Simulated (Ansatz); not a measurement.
# WC: the cost of one run

Program: Ansatz 0.2.0. Level of theory: DFT PBE, scalar-relativistic, plane waves, PAW. These are calculated values, not measurements.

### Step 1. The system as given

Symmetry: Fm-3m, No. 225, cubic system. Conventional cell: a = 4.385 Å, b = 4.385 Å, c = 4.385 Å, α = 90.00°, β = 90.00°, γ = 90.00°. Around W (site symmetry m-3m) lie 6 C at 2.19 Å. C (site symmetry m-3m) has 6 W at 2.19 Å as nearest neighbours.

Coordinates:

```
W C
1.0
     0.00000    2.19268    2.19268
     2.19268    0.00000    2.19268
     2.19268    2.19268    0.00000
W C
1 1
Cartesian
  0.0000 0.0000 0.0000
  2.1927 2.1927 2.1927
```

The structure comes from the Materials Project (structure only).

### Step 2. A distortion of lower symmetry

What differs from the listed cell: strain xx, yy, zz, yz, xz, xy = +0.7, +0.7, +0.7, +2.0, +2.0, -2.0 %.

input.yaml

```yaml
crystal:
  lattice:
    - [0.0, 2.2508339797, 2.2508339797]
    - [2.2508339797, 0.0, 2.2508339797]
    - [2.1631266197, 2.1631266197, 0.08770736]
  atoms:
    - { symbol: W, position: [0.0, 0.0, 0.0] }
    - { symbol: C, position: [0.5, 0.5, 0.5] }
basis:
  ecutwfc: 420
kpoints:
  mp_grid: { grid: [15, 15, 14] }
hamiltonian:
  xc: pbe
scf:
  occupations: { method: gaussian, width: 0.1 }
output:
  forces: true
  stress: true
  eigenvalues: true
  populations: true
```

Launch:

```sh
$ ansatz run input.yaml --threads 1 --pin off --max-ram 1331MiB --backend cpu --events-out ev --progress --plain --runs-dir out
```

**Question.** How long does this run take on 1 thread of Arm Neoverse N1, shared host, and how much memory does it need?

About 40 s, with a peak of 0.53 GiB.
